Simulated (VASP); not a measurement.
Wanted: the native input for a VASP 6.6.1 run.

* Task: band structure
* Functional: PBEsol
* Potentials or basis: VASP PAW PBE potentials, release 64 (Al, N)
* Cutoff: 520 eV
* k mesh: 6 × 6 × 3
* Occupations: gaussian, width 0.03 eV
* Spin: no spin polarisation
* Grid for exact exchange (PRECFOCK): Fast
* Further INCAR settings: ALGO = Normal; EDIFF = 1e-06; NBANDS = 16

The structure of AlN lies in POSCAR:

```
AlN                                     
1.0
    3.1128054205      0.0000000000      0.0000000000
   -1.5564027153      2.6957685699      0.0000000000
    0.0000000000     -0.0000000000      4.9828442805
  Al              N             
     2     2
Direct
     0.3333333300000021    0.6666666699999979    0.9965264877106298
     0.6666666699999979    0.3333333300000021    0.4965264877106297
     0.3333333300000021    0.6666666699999979    0.3784735122893703
     0.6666666699999979    0.3333333300000021    0.8784735122893702
```

The cell was built by a generator and needn't be a form met in nature.

One way to write it, as run:

INCAR

```
SYSTEM = AlN
  ALGO = Normal
  EDIFF = 1E-6
  ENCUT = 520
  GGA = PS
  ISIF = 2
  ISMEAR = 0
  KPAR = 4
  LASPH = .TRUE.
  LCHARG = .FALSE.
  LREAL = .FALSE.
  LWAVE = .FALSE.
  NBANDS = 16
  NELM = 80
  PREC = Accurate
  SIGMA = 0.03
```

KPOINTS

```
k-points
0
G
  6 6 3
  0 0 0
```

KPOINTS_OPT

```
explicit points
6
Reciprocal
 0.0000000000  0.0000000000  0.0000000000 1
 0.0000000000  0.0000000000  0.5000000000 1
 0.3333333333  0.3333333333  0.5000000000 1
 0.3333333333  0.3333333333  0.0000000000 1
 0.5000000000  0.0000000000  0.5000000000 1
 0.5000000000  0.0000000000  0.0000000000 1
```

Potentials or basis: VASP PAW PBE potentials, release 64 (Al, N).

Launch:

```console
$ cat potpaw_PBE.64/Al/POTCAR potpaw_PBE.64/N/POTCAR > POTCAR
$ mpirun -np 4 vasp_std > vasp.out
```

It gave:

```
Pressure                : 0.1 GPa
Band gap on the k mesh  : 4.12 eV, direct
Band gap along the path : 4.12 eV, direct
```

Caveat: the k mesh is coarse (spacing up to 0.42 Å⁻¹), so the values aren't converged; the PAW data sets were made with another functional, which shifts forces and pressure a little.

Wall time 6 s on 4 MPI ranks on Intel(R) Xeon(R) Platinum 8488C (Sapphire Rapids) (shared host), peak memory 0.14 GiB a rank.
